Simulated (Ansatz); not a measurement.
Take NaBr in the rock salt structure (space group Fm-3m, No. 225; a = 6.036 Å) as the base.

(Cell as relaxed with PBE.)

Levels (all Ansatz, a quantum-chemistry and plane-wave program, PAW): PBE (420 eV, spin-orbit coupling left out); r2SCAN (500 eV, no spin-orbit coupling).

Each level relaxes its own structure.

```json
[
 {"base": "volume per atom", "PBE": "27.49 Å³", "r2SCAN": "26.30 Å³"},
 {"base": "lattice parameter a", "PBE": "603.6 pm", "r2SCAN": "594.8 pm"},
 {"base": "band gap", "PBE": "4.07 eV", "r2SCAN": "4.98 eV"}
]
```

One thing is altered: an isotropic linear strain of +2.44 %, atoms relaxed at fixed cell.

```tsv
quantity	PBE	r2SCAN
band gap	3.88 eV	(withheld)
energy relative to the base (free energy F)	+8.2 meV/atom	(withheld)
pressure	-1.19 GPa	(withheld)
electron mass	0.33 mₑ (at Γ)	(withheld)
```

Task: Given the PBE results, estimate those of r2SCAN.

Result: 
- band gap, r2SCAN: 4.76 eV
- energy relative to the base (free energy F), r2SCAN: +9.0 meV/atom
- pressure, r2SCAN: -1.36 GPa
- electron mass, r2SCAN: 0.34 mₑ (at Γ)

PBE's band gap lies 0.88 eV below r2SCAN's; PBE's energy relative to the base lies 0.8 meV/atom below r2SCAN's; PBE's pressure lies 0.177 GPa above r2SCAN's. Neither level is exact; r2SCAN is the comparison here, not a measurement.

Effective masses come from finite differences of ±0.01 Å⁻¹. Stability against distortions was not tested.
